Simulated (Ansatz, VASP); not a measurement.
## One calculation of Cd, two programs

```
Cd
1.0
     0.00000    2.15289    2.15289
     2.15289    0.00000    2.15289
     2.15289    2.15289    0.00000
Cd
1
Direct
  0.00000 0.00000 0.00000
```

Alike in both runs: functional LDA; k mesh 12 × 12 × 12; occupations fermi-dirac, width 0.1 eV; no spin polarisation.

Ansatz relaxed the structure, and its values are those at the end. VASP's run is a single point on that final structure, the one shown.

```csv
,VASP,Ansatz
version,VASP 6.6.1,Ansatz 0.2.0
potentials or method,"VASP PAW LDA potentials, release 64 (Cd)","plane waves (420 eV) with PAW, scalar-relativistic"
plane-wave cutoff (eV),520,420
valence electrons in the cell,12,20
```

Ansatz gave:

| Quantity | Value |
| --- | --- |
| pressure (GPa) | 0.0 |

Problem. Which values does VASP return?

Solution. Pressure (GPa): 0.6.

The two sets of potentials don't hold the same shells in valence. Ansatz warned: «pseudo_functional_mismatch».
